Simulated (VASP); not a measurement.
A run of VASP 6.6.1:

Contents of INCAR:

```
SYSTEM = BN
  ALGO = Normal
  DIPOL = 0.5 0.5 0.500
  EDIFF = 1E-8
  ENCUT = 750
  GGA = PE
  IDIPOL = 3
  ISIF = 2
  ISMEAR = 0
  LASPH = .True.
  LCHARG = .False.
  LDIPOL = .True.
  LREAL = .False.
  LVACPOTAV = .True.
  LVHAR = .True.
  LWAVE = .False.
  NBANDS = 14
  NELM = 120
  PREC = Accurate
  SIGMA = 0.05
```

Contents of KPOINTS:

```
k-points
0
Gamma
  17 17 1
  0 0 0
```

The input POSCAR:

```
BN
1.0
    2.4982400000      0.0000000000      0.0000000000
   -1.2491200000      2.1635393000      0.0000000000
    0.0000000000      0.0000000000     22.0000000000
N B
1 1
Direct
    0.3333333333      0.6666666667      0.5000000000
    0.6666666667      0.3333333333      0.5000000000
```

Potentials or basis: VASP PAW PBE potentials, release 64 (N, B).

The run is started by

```bash
$ cat potpaw_PBE.64/N/POTCAR potpaw_PBE.64/B/POTCAR > POTCAR
$ mpirun -np 1 vasp_std > vasp.out
```

Hardware: 1 thread of Intel(R) Xeon(R) Platinum 8259CL CPU @ 2.50GHz (Skylake/Cascade Lake), on a shared host.

Task: How long does it take, and how much memory?

Result: It took 2.3 min on 1 thread of Intel(R) Xeon(R) Platinum 8259CL CPU @ 2.50GHz (Skylake/Cascade Lake) (shared host), peak memory 0.36 GiB. Counts: scf iterations 22, k points 33.
